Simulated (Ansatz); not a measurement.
Reactions of CH$_{4}$B$_{2}$ClF (`CB(F)BCl`).

Isolated molecules relaxed with PBE0-D4/def2-TZVP in Ansatz; ΔE leaves out vibrations. CCSD(T)/CBS adds triple-zeta CCSD(T) − MP2 to the extrapolated MP2 energy (def2 sets, frozen cores). This one scheme is used for every species. One conformer a species, not always the lowest.

**Question.** Order these by ΔE at CCSD(T)/CBS, lowest first. (Best estimate.)
A. `CB(F)BCl` + H₂S → `SBCl` + `CBF`
B. `CB(F)BCl` + `O[SiH2][SiH3]` → `C[SiH](O)[SiH3]` + `FBBCl`
C. `CB(F)BCl` + `O[SiH2]S[SiH2]F` → `CO[SiH2]S[SiH2]F` + `FBBCl`
D. `CB(F)BCl` + `O[SiH2][SiH3]` → `[SiH3][SiH2]OBCl` + `CBF`
E. `CB(F)BCl` + acetic acid → `CC(=O)OBCl` + `CBF`
F. `CB(F)BCl` + tetramethylsilane → `C[Si](C)(C)CBCl` + `CBF`
G. `CB(F)BCl` + `[AlH3]` → `[AlH2][BH]Cl` + `CBF`

**Answer.** D (-170.0 kJ/mol), E (-131.5 kJ/mol), A (-110.3 kJ/mol), F (-58.6 kJ/mol), G (+0.1 kJ/mol), B (+9.0 kJ/mol), C (+116.8 kJ/mol).

Largest T1 diagnostic: 0.015, for `CC(=O)O`.
